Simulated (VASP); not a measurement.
KTaO3:

```
CELL_PARAMETERS angstrom
3.98830 0.00000 0.00000
0.00000 3.98830 0.00000
0.00000 0.00000 3.98830
ATOMIC_POSITIONS crystal
K 0.50000 0.50000 0.50000
Ta 0.00000 0.00000 0.00000
O 0.50000 0.00000 0.00000
O 0.00000 0.50000 0.00000
O 0.00000 0.00000 0.50000
```

Base run:

| Property | Result |
| --- | --- |
| Program | VASP 6.6.1 |
| Functional | revPBE |
| Potentials or basis | VASP PAW PBE potentials, release 64 (K_sv, Ta_pv, O) |
| Cutoff | 520 eV |
| k mesh | 4 × 4 × 4 |
| Occupations | gaussian, width 0.01 eV |
| Spin | no spin polarisation |

Its results: band gap on the k mesh 2.20 eV, indirect (least direct gap 2.81 eV); pressure 9.3 GPa.

Task: The run is repeated on the same cell with these changes: functional from revPBE to BLYP; further incar settings from ALGO = Normal; EDIFF = 1e-06; NBANDS = 27 to ALGO = Normal; EDIFF = 1e-07; NBANDS = 27. What comes out?

Result: Band gap on the k mesh 2.21 eV, indirect (least direct gap 2.82 eV); pressure 11.6 GPa.

Caveats: the PAW data sets were made with another functional, which shifts forces and pressure a little; spin-orbit coupling is left out, which moves the levels of the heavy elements.

A k mesh can miss the band edges.
